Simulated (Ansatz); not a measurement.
## Zn: equation of state with LDA

Crystal: Zn.

```
Zn
1.0
    -1.56904    1.56904    1.56904
     1.56904   -1.56904    1.56904
     1.56904    1.56904   -1.56904
Zn
1
Direct
  0.00000 0.00000 0.00000
```

This isn't the form of Zn at room conditions, which is hcp.

```
Program             : Ansatz 0.2.0
Task                : equation of state
Functional          : LDA
Potentials or basis : Ansatz PAW
Cutoff              : 420 eV
Density cutoff      : 1680 eV
k mesh              : 12 × 12 × 12
Occupations         : fermi-dirac, width 0.05 eV
Spin                : no spin polarisation
```

* Equilibrium volume: 13.64 Å³/atom (rough: see the caveat)
* Bulk modulus: 93 GPa (rough)

Energy against volume, from the lowest point:
```tsv
volume (Å³/atom)	energy (meV/atom)
14.524	0.00
14.833	10.80
15.142	23.86
15.451	38.92
15.760	55.69
16.069	73.92
16.378	93.35
```

All runs of the series together: 11 s on 2 threads of Intel(R) Xeon(R) Processor @ 2.50GHz (Skylake/Cascade Lake), with other jobs on the host.

Caveat: the minimum lies outside the volumes run.
